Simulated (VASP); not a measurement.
# BAs (F-43m) in VASP: a series of runs

The runs below take BAs through G0W0 quasiparticle levels, dielectric tensor, with PBE.

Everything below comes from runs of VASP 6.6.1. Logs are shortened: lines on timing, memory, paths and dates and some standing lists are left out, and cuts for length are marked.

### Step 1. The structure

It takes space group F-43m (No. 216, cubic). The conventional cell has a = 4.777 Å, b = 4.777 Å, c = 4.777 Å, α = 90.00°, β = 90.00°, γ = 90.00°. Around As (site symmetry -43m) lie 4 B at 2.07 Å. B (site symmetry -43m) is surrounded by 4 As at 2.07 Å.

### Step 2. G0W0 quasiparticle levels, PBE

The input, POSCAR:

```
BAs
1.0
    0.0000000000      2.3885000000      2.3885000000
    2.3885000000      0.0000000000      2.3885000000
    2.3885000000      2.3885000000      0.0000000000
As B
1 1
Direct
    0.7500000000      0.7500000000      0.7500000000
    0.0000000000      0.0000000000      0.0000000000
```

The input, INCAR.step1:

```
PREC = Accurate ; ENCUT = 450
EDIFF = 1E-8 ; ISMEAR = 0
SIGMA = 0.01 ; LREAL = F
LASPH = T ; NELM = 60
ALGO = Fast ; LWAVE = T
LCHARG = F ; GGA = PE
```

The input, INCAR.step2:

```
PREC = Accurate ; ENCUT = 450
EDIFF = 1E-8 ; ISMEAR = 0
SIGMA = 0.01 ; LREAL = F
LASPH = T ; NELM = 1
ALGO = Exact ; LWAVE = T
LCHARG = F ; GGA = PE
NBANDS = 167 ; LOPTICS = T
ISTART = 1
```

The input, INCAR.step3:

```
PREC = Accurate ; ENCUT = 450
EDIFF = 1E-8 ; ISMEAR = 0
SIGMA = 0.01 ; LREAL = F
LASPH = T ; ALGO = EVGW0
LWAVE = F ; LCHARG = F
GGA = PE ; NELMGW = 1
NBANDS = 167 ; ENCUTGW = 150
NOMEGA = 48 ; PRECFOCK = Fast
ISTART = 1 ; NBANDSGW = 12
```

The input, KPOINTS:

```
Automatic mesh
0
Gamma
  3 3 3
```

Potentials or basis: VASP PAW PBE potentials, release 64 (As_GW, B_GW).

Run with:

```sh
$ cat potpaw_PBE.64/As_GW/POTCAR potpaw_PBE.64/B_GW/POTCAR > POTCAR
$ cp INCAR.step1 INCAR
$ mpirun -np 1 vasp_std > vasp.out
$ cp INCAR.step2 INCAR
$ mpirun -np 1 vasp_std > vasp.out
$ cp INCAR.step3 INCAR
$ mpirun -np 1 vasp_std > vasp.out
```

OUTCAR:

```text
PREC = Accurate
   ENCUT = 450
   EDIFF = 1E-8
   ISMEAR = 0
   LREAL = F
   LASPH = T
   GGA = PE
   NELMGW = 1
   ENCUTGW = 150
   PRECFOCK = Fast
   ISTART = 1

 Found      4 irreducible k-points:

 Following reciprocal coordinates:
            Coordinates               Weight
  0.000000  0.000000  0.000000      1.000000
  0.333333  0.000000  0.000000      8.000000
  0.333333  0.333333  0.000000      6.000000
 -0.333333  0.333333  0.000000     12.000000
   k-points           NKPTS =      4   k-points in BZ     NKDIM =     27   number of bands    NBANDS=    167
   number of dos      NEDOS =    301   number of ions     NIONS =      2
   total plane-waves  NPLWV =  13824
   dimension x,y,z NGX =    24 NGY =   24 NGZ =   24
   dimension x,y,z NGXF=    48 NGYF=   48 NGZF=   48
   ions per type =               1   1
   NGX,Y,Z   is equivalent  to a cutoff of  11.81, 11.81, 11.81 a.u.
   NGXF,Y,Z  is equivalent  to a cutoff of  23.62, 23.62, 23.62 a.u.
 SYSTEM =  unknown system
   PREC   = accura    normal or accurate (medium, high low for compatibility)
   ISTART =      1    job   : 0-new  1-cont  2-samecut
   ICHARG =      0    charge: 1-file 2-atom 10-const
   ISPIN  =      1    spin polarized calculation?
   LNONCOLLINEAR =      F non collinear calculations
   LSORBIT =      F    spin-orbit coupling
   LASPH  =      T    aspherical Exc in radial PAW
   ENCUT  =  450.0 eV  33.07 Ry    5.75 a.u.   5.84  5.84  5.84*2*pi/ulx,y,z
   NELM   =     60;   NELMIN=  2; NELMDL=  0     # of ELM steps
   EDIFF  = 0.1E-07   stopping-criterion for ELM
   LREAL  =      F    real-space projection
   EDIFFG = 0.1E-06   stopping-criterion for IOM
   NSW    =      0    number of steps for IOM
   IBRION =     -1    ionic relax: 0-MD 1-quasi-New 2-CG
   NFREE  =      0    steps in history (QN), initial steepest desc. (CG)
   ISIF   =      0    stress and relaxation
   ISYM   =      3    0-nonsym 1-usesym 2-fastsym
   POTIM  = 0.5000    time-step for ionic-motion
   TEBEG  =    0.0;   TEEND  =   0.0 temperature during run
   PSTRESS=    0.0 pullay stress
   NELECT =       8.0000    total number of electrons
   NUPDOWN=      -1.0000    fix difference up-down
   EMIN   =  10.00;   EMAX   =-10.00  energy-range for DOS
   EFERMI =   0.00;   METHOD = LEGACY
   ISMEAR =     0;   SIGMA  =   0.01  broadening in eV -4-tet -1-fermi 0-gaus
   EFERMI_NEDOS =   21; number of points for ismear=-14 and -15
   IALGO  =     38    algorithm
   IMIX   =      4    mixing-type and parameters
     AMIX     =   0.40;   BMIX     =  1.00
     AMIX_MAG =   1.60;   BMIX_MAG =  1.00
  volume/ion in A,a.u.               =      13.63        91.95
  Fermi-wavevector in a.u.,A,eV,Ry     =   1.088018  2.056057 16.106360  1.183784
  Thomas-Fermi vector in A             =   2.224191
   LORBIT       =      0    0 simple, 1 ext, 2 COOP (PROOUT), +10 PAW based schemes
   GGA     = PE    functional components
   LHFCALC =     T    Hartree Fock is set to
   PRECFOCK=fast      Normal, Fast or Accurate (Low or Medium for compatibility)
   ENCUT4O =  -1.0   cutoff for four orbital integrals eV
   NKREDX  =     1    reduce k-point grid by
   NKREDY  =     1    reduce k-point grid by
   NKREDZ  =     1    reduce k-point grid by
   AEXX    =    1.0000 exact exchange contribution
   HFSCREEN=    0.0000 screening length (either q_TF or 0.3 A-1)
   HFSCREENC=   0.0000 screening length for correlation (either q_TF or 0.3 A-1)
   ENCUTFOCK=  -1.0 apply spherical cutoff to Coloumb kernel
   IVDW    =     0    specifies the selected vdW correction
   LEPSILON=     F    determine dielectric tensor
   LRPA    =     F    only Hartree local field effects (RPA)
   LRPAFORCE           =     F    calculate RPA forces
   ENCUTGW             = 150.0    cutoff for response function in eV
   ENCUTGWSOFT         = 120.0    soft cutoff for Coulomb kernel in GW response function in eV
   ENCUTLF             =  -1.0    cutoff for local field effects
   NELMGW              =     1    number of iterations in solving QP/BSE equation
   NELMHF              =     1    number of iterations in the inner HF iteration
   NKREDLFX            =     1    NKREDLFY  =   1   NKREDLFZ  =   1
 non-spin polarized calculation
 Gauss-broadening in eV      SIGMA  =   0.01
  energy-cutoff  :      450.00
  volume of cell :       27.25
 maximum number of plane-waves:       609
  NGX = 14; NGY = 14; NGZ = 14
   NGX = 11   NGY = 11   NGZ = 11
 maximum number of plane-waves:       117

 QP shifts <psi_nk| G(iteration)W_0 |psi_nk>: iteration 1
 for sc-GW calculations column KS-energies equals QP-energies in previous step
 and V_xc(KS)=  KS-energies - (<T + V_ion + V_H > + <T+V_H+V_ion>^1  + <V_x>^1)

 k-point   1 :       0.0000    0.0000    0.0000
  band No.  KS-energies  QP-energies   sigma(KS)   V_xc(KS)     V^pw_x(r,r')   Z            occupation Imag(sigma)

      1      -9.1660      -9.9955     -12.7723     -11.6436     -19.5361       0.7349       2.0000       1.2913
      2       6.2712       5.6869     -13.3533     -12.6127     -14.7586       0.7889       2.0000       0.0799
      3       6.2712       5.6869     -13.3533     -12.6127     -14.7586       0.7889       2.0000       0.0799
      4       6.2712       5.6869     -13.3533     -12.6127     -14.7586       0.7889       2.0000       0.0799
      5       9.5022       9.7267     -11.0854     -11.3720      -6.3473       0.7832       0.0000      -0.0856
      6       9.5022       9.7267     -11.0854     -11.3720      -6.3473       0.7832       0.0000      -0.0856
      7       9.5022       9.7267     -11.0854     -11.3720      -6.3473       0.7832       0.0000      -0.0856
      8      10.9398      11.4053     -11.9875     -12.6009      -6.1731       0.7587       0.0000      -0.1493
      9      15.8266      15.6775      -8.9995      -8.8101      -2.9261       0.7875       0.0000      -0.3113
     10      19.1544      19.1089     -10.4624     -10.4036      -4.3233       0.7734       0.0000      -0.2858
     11      19.1544      19.1089     -10.4624     -10.4036      -4.3233       0.7734       0.0000      -0.2858
     12      20.5662      20.4027      -9.1574      -8.9570      -2.4337       0.8158       0.0000      -0.6838

 k-point   2 :       0.3333    0.0000    0.0000
  band No.  KS-energies  QP-energies   sigma(KS)   V_xc(KS)     V^pw_x(r,r')   Z            occupation Imag(sigma)

      1      -7.4438      -8.2101     -12.9222     -11.8436     -19.0407       0.7106       2.0000       0.9626
      2      -0.4983      -1.2595     -12.6123     -11.6070     -15.9378       0.7572       2.0000       0.2581
      3       4.7430       4.1333     -13.1228     -12.3430     -14.8961       0.7818       2.0000       0.0917
      4       4.7430       4.1333     -13.1228     -12.3430     -14.8961       0.7818       2.0000       0.0917
      5       9.1089       9.3140     -11.3254     -11.5888      -6.3177       0.7789       0.0000      -0.0992
      6      11.0558      11.2459     -10.9100     -11.1535      -5.7665       0.7808       0.0000      -0.1199
      7      11.0558      11.2459     -10.9100     -11.1535      -5.7665       0.7808       0.0000      -0.1199
      8      14.9422      15.1109     -10.5146     -10.7376      -4.0880       0.7569       0.0000      -0.2790
      9      17.7374      17.7217      -9.5644      -9.5446      -3.2345       0.7913       0.0000      -0.3925
     10      18.2375      18.2127     -10.1451     -10.1138      -3.9604       0.7902       0.0000      -0.3592
     11      18.2375      18.2127     -10.1451     -10.1138      -3.9604       0.7902       0.0000      -0.3592
     12      22.4274      22.5748     -10.4247     -10.6212      -3.1758       0.7499       0.0000      -0.6656

 k-point   3 :       0.3333    0.3333    0.0000
  band No.  KS-energies  QP-energies   sigma(KS)   V_xc(KS)     V^pw_x(r,r')   Z            occupation Imag(sigma)

      1      -6.8219      -7.6276     -12.9789     -11.8843     -18.8100       0.7360       2.0000       0.8857
      2       0.3098      -0.4303     -13.2437     -12.2710     -16.3876       0.7609       2.0000       0.2311
      3       2.7881       2.1118     -12.7721     -11.8942     -15.0922       0.7703       2.0000       0.1099
      4       2.7881       2.1118     -12.7721     -11.8942     -15.0922       0.7703       2.0000       0.1099
      5       7.5068       7.4922     -10.3715     -10.3531      -5.8545       0.7939       0.0000      -0.0829
      6       9.3531       9.3275      -9.9397      -9.9074      -4.9282       0.7922       0.0000      -0.1092
      7      15.3960      15.7519     -11.6236     -12.0870      -5.2820       0.7679       0.0000      -0.2915
      8      15.3960      15.7519     -11.6236     -12.0870      -5.2820       0.7679       0.0000      -0.2915
      9      17.7541      18.0323     -11.3052     -11.6706      -4.4117       0.7614       0.0000      -0.4112
     10      21.8032      21.7900     -10.4804     -10.4634      -3.8834       0.7758       0.0000      -0.5147
     11      22.0290      22.2016     -10.3460     -10.5747      -3.3072       0.7549       0.0000      -0.6247
     12      25.5856      25.4596      -9.8319      -9.6682      -2.5477       0.7694       0.0000      -0.9541

 k-point   4 :      -0.3333    0.3333    0.0000
  band No.  KS-energies  QP-energies   sigma(KS)   V_xc(KS)     V^pw_x(r,r')   Z            occupation Imag(sigma)

      1      -5.3389      -6.0184     -13.1731     -12.2478     -18.4720       0.7343       2.0000       0.6863
      2      -1.6114      -2.4849     -13.1265     -11.9691     -17.1029       0.7547       2.0000       0.3810
      3       0.1557      -0.6180     -12.0041     -11.0017     -14.8096       0.7719       2.0000       0.1864
      4       3.1963       2.5289     -12.8737     -12.0124     -15.0695       0.7750       2.0000       0.1057
      5       8.7106       8.7192     -10.2572     -10.2680      -5.4294       0.7912       0.0000      -0.0955
      6      13.5084      13.8605     -11.2293     -11.6901      -5.1125       0.7640       0.0000      -0.2230
      7      14.3617      14.6932     -11.2800     -11.7081      -5.1334       0.7743       0.0000      -0.2714
      8      15.6007      15.8235     -11.4133     -11.7060      -4.9689       0.7615       0.0000      -0.3166
      9      15.7170      15.7352     -10.3546     -10.3779      -4.5681       0.7844       0.0000      -0.2382
     10      18.3558      18.2722     -10.0875      -9.9829      -4.0989       0.7990       0.0000      -0.3368
     11      23.1158      23.3355     -11.0156     -11.3129      -3.3076       0.7390       0.0000      -0.7897
     12      24.7319      24.6203      -9.4439      -9.3001      -2.4061       0.7759       0.0000      -0.7717
```

Run time: 20 s. Hardware: 1 thread of AMD EPYC 9R14 (Zen 4), shared host; peak memory 0.15 GiB.

The run converged, but some of its settings lie outside the range that counts as converged, so its numbers aren't taken as properties of the crystal.

What came out:

| Quantity | Value |
| --- | --- |
| Band gap on the k mesh, mean-field level | 1.24 eV, indirect (least direct gap 3.23 eV) |
| Quasiparticle gap | 1.81 eV |
| Least direct quasiparticle gap | 4.04 eV |

Caveat: the k mesh is coarse (spacing up to 0.76 Å⁻¹), so the values aren't converged; bands, screening cutoff and mesh are small and nothing is extrapolated, so the quasiparticle values aren't converged; an odd mesh through Γ misses points on the zone boundary, where band edges often lie.

(Continued in part 2 of 2.)
